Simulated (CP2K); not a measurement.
Crystal: Nb.

```
Nb
1.0
     2.71964    0.00000    0.00000
     0.00000    2.71964    0.00000
     0.00000    0.00000    2.71964
Nb
1
Direct
  0.50000 0.50000 0.50000
```

The cell was built by a generator and needn't be a form met in nature.

| Item | Value |
| --- | --- |
| Program | CP2K 2026.2 |
| Task | single point |
| Functional | PBE |
| Potentials or basis | POTENTIAL_UZH Nb GTH-PBE-q13; TZVP-MOLOPT-PBE-GTH basis |
| Density cutoff | 6123 eV |
| k mesh | 10 × 10 × 10 |
| Occupations | fermi-dirac, width 0.05 eV |
| Spin | no spin polarisation |

On this cell: pressure 1.3 GPa; band gap on the k mesh none (metal or under the smearing width).

The same run follows on a disturbed copy (cell strained at random at fixed volume):

```xyz
1
Lattice="2.7126 0.0000 0.0000 -0.0367 2.7430 0.0000 -0.0449 -0.0152 2.7035" Properties=species:S:1:pos:R:3 pbc="T T T"
Nb    1.3533    1.3710    1.4094
```

Task: What does the disturbed cell give?

Result: The energy (extrapolated to zero smearing) moves by -4.4 meV/atom; pressure 1.3 GPa; band gap on the k mesh none (metal or under the smearing width).

Stress tensor (GPa, compression positive):
```
 1.41 -1.69 -2.13
-1.69  1.05 -0.75
-2.13 -0.75  1.54
```

The energy falls, though the first cell shows no forces: that form is unstable against this distortion, unless noise or another electronic state is at work.

Caveats: the basis of atomic orbitals isn't converged, which shifts pressures, moduli and gaps.
